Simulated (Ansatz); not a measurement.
KF built on the rocksalt prototype, relaxed with r2SCAN in the PAW code Ansatz: the symmetry is Fm-3m (No. 225, cubic); conventional cell a = 5.318 Å, 18.80 Å³ an atom. K has 6 F at 2.66 Å; F has 6 K at 2.66 Å. It was then strained (isotropic on every length). Unstrained, HSE06 gives 8.263 eV (Γ, 6×6×6 mesh), and the band edges keep their places in every row. Stress is positive in compression. No spin polarisation and no zero-point or thermal motion.

```tsv
strain (%)	ln(V/V₀)	ΔE_g, HSE06 (eV)	Δpressure, r2SCAN (GPa)
-2.95	-0.0898	+0.546	+3.97
+1.0	+0.0299	-0.169	-0.98
+3.0	+0.0887	-0.487	-2.52
```

Question: Fit ΔE_g = a x + b x² to these rows by least squares, with x = ln(V/V₀).

Answer: The normal equations take Σx² = 1.683e-02, Σx³ = 4.442e-07, Σx⁴ = 1.277e-04, ΣxΔE = -9.728e-02 and Σx²ΔE = 4.203e-04, and give a = -5.78 eV, b = +3.3 eV; the largest residual is 0.001 eV. a is the volume deformation potential of this gap.

Question: Fit the change of pressure in the same way.

Answer: Δpressure = -36.2 x + (89) x² GPa. So B₀ = 36.2 GPa and B′ ≈ 2 × 89/36.2 = 4.9; two terms over so wide a range bias B₀ by a few per cent and B′ by more; the gap's pressure coefficient at zero is −a/B₀ = +160 meV/GPa, with HSE06's a and r2SCAN's B₀.

Question: Predict the withheld row at +1.5 % (x = +0.0447).

Answer: ΔE_g ≈ -5.78 × (+0.0447) + (3.3) × (+0.0447)² = -0.252 eV, and Δpressure ≈ -1.44 GPa. The runs give -0.252 eV and -1.41 GPa, off by 0.000 eV and +0.03 GPa.

The meshes of the hybrids are coarse, so their gaps aren't converged to the digits shown.
